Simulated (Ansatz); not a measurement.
# BN: the cost of one run

Method: DFT LDA, scalar-relativistic, plane waves, PAW, in Ansatz 0.2.0.

3 further runs of the same task are left out: 3 set aside as unsound or not needed.

## Step 1: The structure to begin with

Symmetry: R3m, No. 160, trigonal system. Conventional cell: a = 2.489 Å, b = 2.489 Å, c = 9.672 Å, α = 90.00°, β = 90.00°, γ = 120.00°. B (site symmetry 3m) has 3 N at 1.44 Å as nearest neighbours. Around N (site symmetry 3m) lie 3 B at 1.44 Å.

Structure file:

```
B N
1.0
     1.24430    0.71840    3.22410
    -1.24430    0.71840    3.22410
     0.00000   -1.43679    3.22410
B N
1 1
Direct
  0.99974 0.99974 0.99974
  0.33269 0.33269 0.33269
```

It goes back to an entry of the Materials Project, which need not be the stable form.

It is the result of an earlier relaxation at this level (volume 8.65 Å³/atom; gap on the mesh: 4.04 eV).

## Step 2: The cell under 1 GPa

At a set pressure the run lowers the enthalpy E + PV, so the energy alone may rise along the way.

Contents of input.yaml:

```yaml
crystal:
  lattice:
    - [1.2442985525, 0.7183961042, 3.2240992204]
    - [-1.2442985525, 0.7183961042, 3.2240992204]
    - [0.0, -1.4367922085, 3.2240992204]
  atoms:
    - { symbol: B, position: [0.9997405137, 0.9997405137, 0.9997405137] }
    - { symbol: "N", position: [0.3326924863, 0.3326924863, 0.3326924863] }
basis:
  ecutwfc: 420
kpoints:
  mp_grid: { grid: [12, 12, 12] }
hamiltonian:
  xc: lda
scf:
  occupations: { method: fixed }
output:
  forces: true
  stress: true
  eigenvalues: true
relax:
  adjacent_minimum: "off"
  f_tol: 0.001
  max_steps: 60
  cell: { stress_tol: 0.02, p_target: 1.0 }
```

On the command line:

```console
ansatz run input.yaml --threads 1 --pin off --max-ram 3072MiB --backend cpu --events-out ev --progress --plain --runs-dir out
```

Q: Estimate wall time and peak memory on 1 thread of Arm Neoverse V2, shared host.

About 29 s, with a peak of 0.31 GiB.
